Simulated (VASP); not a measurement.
# CaSe, band structure: which settings are enough?

CaSe, Fm-3m (no. 225), 2 atoms in the cell. SCAN; PAW potentials Se, Ca_sv (PBE set). VASP 6.6.1.

Wanted: band energies at the path's corners within 0.02 eV; smallest gap over path and mesh within 0.01 eV.

What the run is for: bands; Accuracy asked: standard; Route: KPOINTS_OPT.

Band energies at the path's corners: counted from the valence top.

POSCAR:
```
CaSe
1.0
    0.0000000000      2.9560000000      2.9560000000
    2.9560000000      0.0000000000      2.9560000000
    2.9560000000      2.9560000000      0.0000000000
Se Ca
1 1
Direct
    0.5000000000      0.5000000000      0.5000000000
    0.0000000000      0.0000000000      0.0000000000
```

The series start from Plane-wave cutoff (eV): 300; k-point mesh: 5 × 5 × 5; k points a path segment: 12; Electronic threshold (eV): 1e-6; Precision mode (PREC): Accurate; Bands in all (NBANDS): 20; Aspherical gradient terms in the spheres (LASPH): yes. Each series keeps the choices made before it, and each single choice may use up half of a tolerance.

## Plane-wave cutoff (eV)

| Plane-wave cutoff (eV) | Band energies at the path's corners, largest deviation (eV) | Smallest gap over path and mesh (eV) | Time (s) |
|---|---|---|---|
| 210 | 0.094 | 2.514 | 50 |
| 260 | 0.021 | 2.497 | 70 |
| 300 | 0.017 | 2.497 | 87 |
| 340 | 0.006 | 2.494 | 118 |
| 420 | 0.005 | 2.493 | 110 |
| 520 (reference) | 0.000 | 2.490 | 143 |

Chosen: 340, the loosest value from which every tighter one stays within half of the tolerance.

## k-point mesh

| k-point mesh | Band energies at the path's corners, largest deviation (eV) | Smallest gap over path and mesh (eV) | Time (s) |
|---|---|---|---|
| 2 × 2 × 2 | 0.256 | 2.299 | 101 |
| 3 × 3 × 3 | 0.044 | 2.462 | 108 |
| 4 × 4 × 4 | 0.013 | 2.485 | 121 |
| 5 × 5 × 5 | 0.003 | 2.494 | 118 |
| 7 × 7 × 7 | 0.000 | 2.497 | 172 |
| 8 × 8 × 8 (reference) | 0.000 | 2.497 | 197 |

Chosen: 5 × 5 × 5.

## Electronic threshold (eV)

| Electronic threshold (eV) | Band energies at the path's corners, largest deviation (eV) | Smallest gap over path and mesh (eV) | Time (s) |
|---|---|---|---|
| 0.001 | 0.004 | 2.496 | 61 |
| 0.0001 | 0.004 | 2.496 | 62 |
| 1e-5 | 0.004 | 2.496 | 67 |
| 1e-6 | 0.000 | 2.494 | 84 |
| 1e-7 (reference) | 0.000 | 2.494 | 97 |

Chosen: 0.001.

## Precision mode (PREC)

| Precision mode (PREC) | Band energies at the path's corners, largest deviation (eV) | Smallest gap over path and mesh (eV) | Time (s) |
|---|---|---|---|
| SingleN | 0.035 | 2.526 | 28 |
| Normal | 0.003 | 2.496 | 28 |
| Accurate (reference) | 0.000 | 2.496 | 61 |

Chosen: Normal.

## Bands in all (NBANDS)

| Bands in all (NBANDS) | Band energies at the path's corners, largest deviation (eV) | Smallest gap over path and mesh (eV) | Time (s) |
|---|---|---|---|
| 10 | 0.032 | 2.482 | 16 |
| 12 | 0.016 | 2.487 | 18 |
| 14 | 0.002 | 2.496 | 21 |
| 20 | 0.005 | 2.496 | 28 |
| 30 (reference) | 0.000 | 2.496 | 38 |

Chosen: 14.

## Aspherical gradient terms in the spheres (LASPH)

| Aspherical gradient terms in the spheres (LASPH) | Band energies at the path's corners, largest deviation (eV) | Smallest gap over path and mesh (eV) | Time (s) |
|---|---|---|---|
| yes | 0.000 | 2.496 | 21 |
| no | 0.004 | 2.495 | 15 |

Chosen: yes; no other choice that stays within half of the tolerance saves 30 % of the time.

Also changed on the way, by series that aren't shown: k points a path segment: 5.

## All choices together

| Input | Band energies at the path's corners, largest deviation (eV) | Smallest gap over path and mesh (eV) | Time (s) |
|---|---|---|---|
| the program's defaults (naive) | 0.012 | 2.490 | 29 |
| chosen settings | 0.008 | 2.496 | 21 |
| reference settings throughout | 0.000 | 2.493 | 722 |

The tolerance is met.

## The input

INCAR:
```
ALGO     = Normal         # electronic algorithm
EDIFF    = 0.001          # SCF threshold, eV
EFERMI   = MIDGAP       
ENCUT    = 340            # plane-wave cutoff, eV
GGA_COMPAT= False        
ISMEAR   = 0              # smearing method
LASPH    = True           # aspherical terms in the spheres
LCHARG   = False          # write CHGCAR
LMIXTAU  = True         
LREAL    = False          # projectors in reciprocal space
LWAVE    = False          # write WAVECAR
METAGGA  = SCAN           # meta-GGA
NBANDS   = 14             # bands
NELM     = 120            # most SCF steps
PREC     = Normal         # precision mode
SIGMA    = 0.03           # smearing width, eV
```

KPOINTS:
```
Automatic mesh
0
Gamma
  5 5 5
  0 0 0
```

KPOINTS_OPT:
```
path GXWKGLUWLK,UX
5
line-mode
reciprocal
 0.0000000000  0.0000000000  0.0000000000  G
 0.5000000000  0.0000000000  0.5000000000  X

 0.5000000000  0.0000000000  0.5000000000  X
 0.5000000000  0.2500000000  0.7500000000  W

 0.5000000000  0.2500000000  0.7500000000  W
 0.3750000000  0.3750000000  0.7500000000  K

 0.3750000000  0.3750000000  0.7500000000  K
 0.0000000000  0.0000000000  0.0000000000  G

 0.0000000000  0.0000000000  0.0000000000  G
 0.5000000000  0.5000000000  0.5000000000  L

 0.5000000000  0.5000000000  0.5000000000  L
 0.6250000000  0.2500000000  0.6250000000  U

 0.6250000000  0.2500000000  0.6250000000  U
 0.5000000000  0.2500000000  0.7500000000  W

 0.5000000000  0.2500000000  0.7500000000  W
 0.5000000000  0.5000000000  0.5000000000  L

 0.5000000000  0.5000000000  0.5000000000  L
 0.3750000000  0.3750000000  0.7500000000  K

 0.6250000000  0.2500000000  0.6250000000  U
 0.5000000000  0.0000000000  0.5000000000  X
```

Commands:
```
cat potpaw_PBE.64/Se/POTCAR potpaw_PBE.64/Ca_sv/POTCAR > POTCAR
mpirun -np 1 vasp_std > vasp.out
```

The naive input happens to agree within the tolerance here, in 29 s.

Limits: SCAN gaps are mostly well below measured ones.

The chosen input took VASP 6.6.1 21 s on 1 core (AMD EPYC 9R45 (Zen 5)), a shared host.

## An input that fails: fixed density asked without a density file

VASP's message: ERROR: charge density could not be read from file CHGCAR for ICHARG>10.

Changes against the starting input:
```
- NELM = 120
+ NELM = 98
+ ICHARG = 11
```
